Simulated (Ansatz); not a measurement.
Consider TaS2 (1T sheet).

The cell holds 3 atoms: 1 Ta and 2 S. Cell: a = 3.328 Å, b = 3.328 Å, c = 29.617 Å, α = 90.0°, β = 90.0°, γ = 120.0°. Vacuum lies along c.

```xyz
3
Lattice="0.0000 2.3535 2.3535 2.3535 -2.3535 0.0000 17.0995 17.0995 -17.0995" Properties=species:S:1:pos:R:3
Ta    5.4584    5.4584   -5.4584
S     7.9128    5.5593   -5.5593
S     5.3576    5.3576   -3.0041
```

The structure was relaxed with PBEsol. The structure was generated from a model, not taken from a measurement. The runs that relaxed it are not among those shown. The program's search for lower electronic states was switched off, so nothing shows that the state found is the lowest. Spin-orbit coupling is left out unless a run names it. PAW set soft_2, made with PBE.

A constrained-RPA run (Ansatz 0.2.0; non-magnetic PBEsol; Ta t2g, bands v1 to c2, 6×6×1 mesh, medium accuracy) builds 3 functions on bands 4.4 eV wide, with 1.0 electrons in the window. The bare on-site interaction is 8.7 eV and the bare J 0.29 eV.

**Question.** What U and J survive the screening?

On the Ta t2g shell, U = 1.97 eV (23 % of the bare value), U′ = 1.53 eV, J = 0.20 eV.

The parent state is non-magnetic and the interaction static (zero frequency); U depends on the window and the orbitals, so it belongs to this model alone. Spin-orbit coupling, which is strong for atoms this heavy, is left out.

[Paths, hosts, dates, memory and timing lines, banners, echoed tables and standing remarks are left out of the program output.]

[Logs are printed without paths, hosts, clocks, repeated set-up lines and the standing remarks that a program may print on its own settings, such as how far it seeks lower states.]

[Runs of the session that timed out or met a known fault of the program may be left out.]

[Hosts, paths, dates, database ids (printed as entryN), source tags and the programs' standing remarks are cut or masked in the printed files.]
